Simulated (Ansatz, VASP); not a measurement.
## One calculation of GaP, two programs

```
CELL_PARAMETERS angstrom
0.00000 2.76111 2.76111
2.76111 0.00000 2.76111
2.76111 2.76111 0.00000
ATOMIC_POSITIONS crystal
Ga 0.00000 0.00000 0.00000
P 0.75000 0.75000 0.75000
```

Change from the starting cell: volume scaled by 1.04, PAW files.

Alike in both runs: task electric field gradients; functional PBEsol; k mesh 12 × 12 × 12; occupations fermi-dirac, width 0.08 eV; no spin polarisation.

|  | VASP | Ansatz |
| --- | --- | --- |
| version | VASP 6.6.1 | Ansatz 0.2.0 |
| potentials or method | VASP PAW PBE potentials, release 64 (Ga_d, P) | PAW with Ansatz's default frozen-core files, scalar-relativistic |
| plane-wave cutoff (eV) | 520 | 420 |
| valence electrons in the cell | 18 | 18 |

|  | VASP | Ansatz | Ansatz less VASP |
| --- | --- | --- | --- |
| pressure (GPa) | -3.5 | -3.5 | +0.04 |
| Vzz of the field gradient on the site that differs most (V/Å²) | 0.0 | 0.0 | +0.01 |

With one functional, cell and mesh, what is left measures potentials, basis and numerics.

Caveats: the PAW data sets were made with another functional, which shifts forces and pressure a little (VASP). A k mesh can miss the band edges.
